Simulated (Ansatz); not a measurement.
**ZnTe, thickness series**

Take ZnTe in the zinc blende structure (space group F-43m, No. 216; a = 6.0657 Å) as the base. Axes: x, y, z lie along the cube axes.

Free-standing slabs (2 atom(s) a layer) normal to [110] with 15 Å of vacuum; in-plane cell held at bulk.

Computed with PBEsol, PAW, 420 eV (Ansatz, an electronic-structure program; no spin-orbit coupling).

Notes on the quantities. layer's space group: with vacuum; excess energy per area of both faces: slab less bulk energy over the cell's area: twice a surface energy.

```tsv
change	layer's space group	excess energy per area of both faces	gap character
1 layer	Pmm2 (No. 25)	–	direct at U
2 layers	Pmn2_1 (No. 31)	0.56 J/m²	indirect, Γ → Γ–Z (50 % along)
3 layers	Pmm2 (No. 25)	[?]	[?]
4 layers	Pmn2_1 (No. 31)	0.66 J/m²	direct at Γ
5 layers	Pmm2 (No. 25)	0.67 J/m²	direct at Γ
6 layers	Pmn2_1 (No. 31)	0.67 J/m²	direct at Γ
7 layers	Pmm2 (No. 25)	0.67 J/m²	direct at Γ
```

Complete the table.


- 3 layers, excess energy per area of both faces: 0.71 J/m²
- 3 layers, gap character: indirect, Γ → X

Slab and bulk use different k-meshes, which limits the precision of the excess energy. With Te present, leaving out spin-orbit coupling can change the band edges. Whether these cells are dynamically stable was not tested. Labels are those of the standard path for the cell's own space group.
